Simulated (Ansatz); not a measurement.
# PbS: energy and pressure over a range of volumes

One table from this session's results is given with a row withheld; the runs are named, their logs left out.

Method: DFT PBEsol, scalar-relativistic, in Ansatz 0.2.0.

## The structure to begin with

Symmetry: C2/m, No. 12, monoclinic system. Conventional cell: a = 5.881 Å, b = 5.800 Å, c = 11.759 Å, α = 90.00°, β = 95.27°, γ = 90.00°. Pb (site symmetry m) is surrounded by 5 S at 2.75 to 2.98 Å. S (site symmetry m) is surrounded by 5 Pb at 2.75 to 2.98 Å.

As a file:

```
Pb S
1.0
     2.94050   -2.90000    0.00000
     2.94050    2.90000    0.00000
    -1.08005    0.00000   11.70929
Pb S
2 2
Direct
  0.77560 0.77560 0.63638
  0.22440 0.22440 0.36362
  0.26840 0.26840 0.59860
  0.73160 0.73160 0.40140
```

Atoms are numbered in the order of the input: Pb1, Pb2, S3, S4.

Set-up of the first run:

File input.yaml:

```yaml
crystal:
  lattice:
    - [2.8804729527, -2.8407997153, 0.0]
    - [2.8804729527, 2.8407997153, 0.0]
    - [-1.0580019767, 0.0, 11.4702578269]
  atoms:
    - { symbol: Pb, position: [0.7756, 0.7756, 0.63638] }
    - { symbol: Pb, position: [0.2244, 0.2244, 0.36362] }
    - { symbol: S, position: [0.2684, 0.2684, 0.5986] }
    - { symbol: S, position: [0.7316, 0.7316, 0.4014] }
kpoints:
  mp_grid: { grid: [7, 7, 3] }
  band_path:
    path:
      - [0.0, 0.0, 0.0]
      - [-0.4952296494, 0.4952296494, 0.0]
      - [-0.5047703506, -0.4952296494, 0.0]
      - [-0.5, -0.5, 0.0]
      - [0.0, 0.0, 0.0]
      - [-0.5, -0.5, 0.5]
      - [-0.5160352562, -0.4839647438, 0.5]
      - [-0.4839647438, 0.4839647438, 0.5]
      - [0.0, 0.0, 0.5]
    npoints: 5
scf:
  occupations: { method: fermi_dirac, width: 0.01 }
hamiltonian:
  xc: pbesol
  pseudopotentials: { kind: all_electron, lapw: { basis_error: 0.0005 } }
output:
  forces: true
  stress: true
  eigenvalues: true
```

Launch:

```console
$ ansatz run input.yaml --threads 1 --pin off --max-ram 6144MiB --backend cpu --events-out ev --progress --plain --runs-dir out
```

Steps of the session up to this table: Volume × 0.94, LAPW; Volume × 0.94, PAW; Volume × 0.94, crystal datasets; Volume × 0.98, LAPW; Volume × 0.98, PAW; Volume × 0.98, crystal datasets; Volume × 1.01, LAPW; Volume × 1.01, PAW; Volume × 1.01, crystal datasets; Volume × 1.04, LAPW; Volume × 1.04, PAW; Volume × 1.04, crystal datasets.

One table of the session follows, with a row left open; its other results are not shown here.

It belongs to the step «Fits». 

```
          method  volume (Å³/atom)  gap on the k mesh (eV)  largest force (eV/Å)
            LAPW            46.930                    1.17                 0.226
            LAPW            48.927                    1.24                 0.537
            LAPW            50.424                    1.29                 0.739
            LAPW            51.922                    1.34                 0.918
             PAW            46.930                    1.17                 0.227
             PAW            48.927                       ?                     ?
             PAW            50.424                    1.29                 0.740
             PAW            51.922                    1.34                 0.918
crystal datasets            46.930                    1.17                 0.226
crystal datasets            48.927                    1.24                 0.537
crystal datasets            50.424                    1.29                 0.739
crystal datasets            51.922                    1.34                 0.917
```

**Question.** Estimate the row for PAW, 48.927.

As computed: gap on the k mesh (eV): 1.24; largest force (eV/Å): 0.538.

Caveats from the session: Warnings in the runs' records: gradients without spin orbit, crystal datasets made, xc potential rough in thin density.
